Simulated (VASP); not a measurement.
Input of a VASP 6.6.1 run:

File INCAR:

```
SYSTEM = MoSe2
PREC = Accurate
ENCUT = 600
EDIFF = 1E-7
ISMEAR = 0
SIGMA = 0.03
LREAL = .False.
LASPH = .True.
NELM = 80
ALGO = Normal
ISIF = 3
LWAVE = .False.
LCHARG = .False.
GGA = PE
IVDW = 12
IBRION = 2
NSW = 90
EDIFFG = -0.005
KPAR = 2
```

The input KPOINTS:

```
Automatic mesh
0
Gamma
  9 9 2
  0 0 0
```

The input POSCAR:

```
MoSe2                                   
1.0
    3.2786626318      0.0000000000      0.0000000000
   -1.6393313159      2.8394051295     -0.0000000000
   -0.0000000000     -0.0000000000     12.7250115803
  Mo              Se            
     2     4
Direct
     0.3333333332999970    0.6666666667000030    0.2500000000000000
     0.6666666667000030    0.3333333332999970    0.7500000000000000
     0.3333333332999970    0.6666666667000030    0.6183309793989827
     0.6666666667000030    0.3333333332999970    0.1183309793989828
     0.3333333332999970    0.6666666667000030    0.8816690206010173
     0.6666666667000030    0.3333333332999970    0.3816690206010173
```

Potentials or basis: VASP PAW PBE potentials, release 64 (Mo_sv, Se).

The run is started by

```bash
$ cat potpaw_PBE.64/Mo_sv/POTCAR potpaw_PBE.64/Se/POTCAR > POTCAR
$ mpirun -np 2 vasp_std > vasp.out
```

Q: Estimate the dispersion energy per atom.

A: -0.479 eV.

Q: What does it give for the band gap on the k mesh?

A: 0.84 eV, indirect (least direct gap 1.46 eV).

Final structure:
```
Mo Se
1.0
     3.27866    0.00000    0.00000
    -1.63933    2.83941    0.00000
     0.00000    0.00000   12.72501
Mo Se
2 4
Direct
  0.33333 0.66667 0.25000
  0.66667 0.33333 0.75000
  0.33333 0.66667 0.61833
  0.66667 0.33333 0.11833
  0.33333 0.66667 0.88167
  0.66667 0.33333 0.38167
```

Caveat: the relaxation stopped at its first step, so nothing moved; an odd mesh through Γ misses points on the zone boundary, where band edges often lie. PBE gaps usually lie below the measured ones, often by a third to a half.
